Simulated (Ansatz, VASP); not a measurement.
# Two plane-wave programs on BAs

The input INCAR:

```
ALGO = Normal ; EDIFF = 1E-6
ENCUT = 520 ; ISIF = 2
ISMEAR = 0 ; LASPH = True
LCHARG = False ; LREAL = False
LWAVE = False ; NBANDS = 11
NELM = 100 ; PREC = Accurate
SIGMA = 0.05
```

KPOINTS

```
k-points
0
Gamma
  10 10 10
```

File POSCAR:

```
BAs
1.0
    0.0000000000      2.3885000000      2.4840400000
    2.3885000000      0.0000000000      2.4840400000
    2.3885000000      2.3885000000      0.0000000000
B As
1 1
Direct
    0.0000000000      0.0000000000      0.0000000000
    0.7500000000      0.7500000000      0.7500000000
```

Input for Ansatz:

```yaml
crystal:
  lattice:
    - [0.0, 2.3885, 2.48404]
    - [2.3885, 0.0, 2.48404]
    - [2.3885, 2.3885, 0.0]
  atoms:
    - { symbol: B, position: [0.0, 0.0, 0.0] }
    - { symbol: As, position: [0.75, 0.75, 0.75] }
basis:
  ecutwfc: 420
kpoints:
  mp_grid: { grid: [10, 10, 10] }
hamiltonian:
  xc: lda
scf:
  occupations: { method: gaussian, width: 0.05 }
output:
  forces: true
  stress: true
  eigenvalues: true
```

Change from the starting cell: strain +0.000 along x and y, +0.040 along z, atoms carried along.

Alike in both runs: task single point; functional LDA; k mesh 10 × 10 × 10; occupations gaussian, width 0.05 eV; no spin polarisation.

|  | VASP | Ansatz |
| --- | --- | --- |
| version | VASP 6.6.1 | Ansatz 0.2.0 |
| potentials or method | VASP PAW LDA potentials, release 64 (B, As) | scalar-relativistic, plane waves, PAW |
| plane-wave cutoff (eV) | 520 | 420 |
| valence electrons in the cell | 8 | 18 |

Ansatz gave:

- gap on the k mesh at the Fermi level (eV): 0.88
- least direct gap on the mesh (eV): 3.00
- pressure (GPa): -8.6
- largest component of the traceless stress (GPa): 5.55

**Question.** What did VASP give for the same quantities?

**Answer.** gap on the k mesh at the Fermi level (eV): 0.87; least direct gap on the mesh (eV): 3.00; pressure (GPa): -7.9; largest component of the traceless stress (GPa): 5.52.

The two sets of potentials don't hold the same shells in valence.

A k mesh can miss the band edges.
